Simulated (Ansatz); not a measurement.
NaCl: distorted cells

Level of theory: DFT PBEsol, scalar-relativistic, plane waves, PAW in Ansatz.

Plane waves to 420 eV, a k mesh through Γ of 6×6×6 on the computed 2-atom cell and Gaussian smearing (0.02 eV); no spin polarisation.

Reference cell:

```
CELL_PARAMETERS angstrom
3.50219 0.00000 0.00000
0.00000 3.50219 0.00000
0.00000 0.00000 3.50219
ATOMIC_POSITIONS crystal
Na 0.00000 0.00000 0.00000
Cl 0.50000 0.50000 0.50000
```

Each variant moves atoms of this cell by the vectors given, if any (Å), and then applies a symmetric strain (tensor components, Cartesian axes). The reference cell isn't relaxed at this level. Energies are per atom at zero smearing, counted from the lowest variant. Pressure is positive in compression.

1. strain (xx yy zz yz xz xy, %) 0.61 1.80 -0.02 -0.36 -0.02 0.75; moves: Na1 (-0.025, 0.015, 0.007); Cl2 (0.025, -0.015, -0.007)
2. strain (xx yy zz yz xz xy, %) 7.51 1.51 1.51 0.00 0.00 0.00
3. strain (xx yy zz yz xz xy, %) 3.22 3.80 2.84 -0.12 0.21 -1.00; moves: Na1 (-0.001, -0.150, -0.002); Cl2 (0.001, 0.150, 0.002)
4. strain (xx yy zz yz xz xy, %) 3.74 3.74 3.74 0.00 0.00 0.00
5. strain (xx yy zz yz xz xy, %) 0.86 0.86 1.24 -1.00 0.13 -0.77; moves: Na1 (-0.091, -0.212, 0.096); Cl2 (0.091, 0.212, -0.096)
6. strain (xx yy zz yz xz xy, %) 0.13 1.66 1.59 0.13 0.35 -0.57; moves: Na1 (0.013, -0.073, -0.067); Cl2 (-0.013, 0.073, 0.067)
7. strain (xx yy zz yz xz xy, %) -3.77 -3.77 -3.77 0.00 0.00 0.00

| result | ΔE (meV/atom) | P (GPa) | largest force (eV/Å) | gap on mesh (eV) |
| --- | --- | --- | --- | --- |
| A | 30.6 | -3.12 | 0.00 | 3.53 |
| B | 0.0 | 2.28 | 0.00 | 4.24 |
| C | 24.9 | -0.02 | 0.32 | 3.84 |
| D | 37.0 | -2.98 | 0.00 | 3.39 |
| E | 0.7 | -1.69 | 0.01 | 3.72 |
| F | 4.6 | -1.65 | 0.04 | 3.71 |
| G | 23.7 | -2.47 | 0.02 | 3.61 |

(1) Which variant gave which result?

Answers

(1) A is 4, B is 7, C is 5, D is 2, E is 1, F is 6, G is 3.

This CsCl-type form isn't the usual stable structure of the compound.